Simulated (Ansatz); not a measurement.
## GaN under changes of volume

One of the cells (11.444 Å³/atom); the others are scaled copies at fixed shape and fractional positions:

```
Ga N
1.0
     0.00000    2.25350    2.25350
     2.25350    0.00000    2.25350
     2.25350    2.25350    0.00000
Ga N
1 1
Direct
  0.00000 0.00000 0.00000
  0.25000 0.25000 0.25000
```

The cell is a database's computed one.

| Item | Value |
| --- | --- |
| Program | Ansatz 0.2.0 |
| Functional | PBE |
| Potentials or basis | JTH PAW |
| Cutoff | 3600 eV (not typed: the program's choice for these potentials) |
| k mesh | 10 × 10 × 10 |
| Occupations | fermi-dirac, width 0.05 eV |
| Spin | no spin polarisation |

```tsv
volume (Å³/atom)	energy over the lowest point (meV/atom)	pressure (GPa)	gap on the mesh (eV)
10.757	?	?	?
10.986	33.63	14.4	1.97
11.215	16.48	9.8	1.84
11.444	5.56	5.6	1.71
11.673	0.25	1.9	1.59
11.902	0.00	-1.5	1.46
12.131	4.30	-4.5	1.34
```

Task: What does the run at 10.757 Å³/atom give?

Result: Energy over the lowest point 57.72 meV/atom; pressure 19.5 GPa; gap on the mesh 2.11 eV.

Worked out: A Birch-Murnaghan fit of order 3 (a polynomial in V^(-2/3)) to the other rows has its minimum at 11.80 Å³/atom with B0 = V·E''(V) = 172 GPa and B' = 4.4. It gives 57.71 meV/atom at 10.757 Å³/atom, against the run's 57.72, and -dE/dV = 19.4 GPa, against 19.5. A straight line through the other rows of the gap, of slope -6.36 eV per unit of ln V (its deformation potential), extrapolates to 2.10 eV, against the run's 2.11.

Energies are extrapolated to zero smearing.

Spin-orbit coupling on Ga is left out.
